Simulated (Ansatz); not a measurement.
Sn:

```xyz
2
Lattice="0.0000 3.2333 3.2333 3.2333 0.0000 3.2333 3.2333 3.2333 0.0000" Properties=species:S:1:pos:R:3 pbc="T T T"
Sn    1.6167    1.6167    1.6167
Sn    0.0000    0.0000    0.0000
```

This isn't the form of Sn at room conditions, which is tetragonal (white tin).

The cell isn't the ideal one: another cell of the same crystal, with 2 atoms.

Base run:

```yaml
Program: Ansatz 0.2.0
Functional: RPBE
Potentials_or_basis: Ansatz PAW
Cutoff: "420 eV (not typed: the program's choice for these potentials)"
k_mesh: 7 × 7 × 7
Occupations: gaussian, width 0.1 eV
Spin: no spin polarisation
```

Its results: band gap on the k mesh none (metal or under the smearing width); pressure 5.2 GPa.

Q: The run is repeated on the same cell with these changes: functional from RPBE to PBE; occupations from gaussian, width 0.1 eV to gaussian, width 0.05 eV. What comes out?

A: Band gap on the k mesh none (metal or under the smearing width); pressure 3.8 GPa.

Caveats: the PAW data sets come from PBE, with cores solved anew for the run's functional, which leaves a small shift of forces and pressure (some runs).
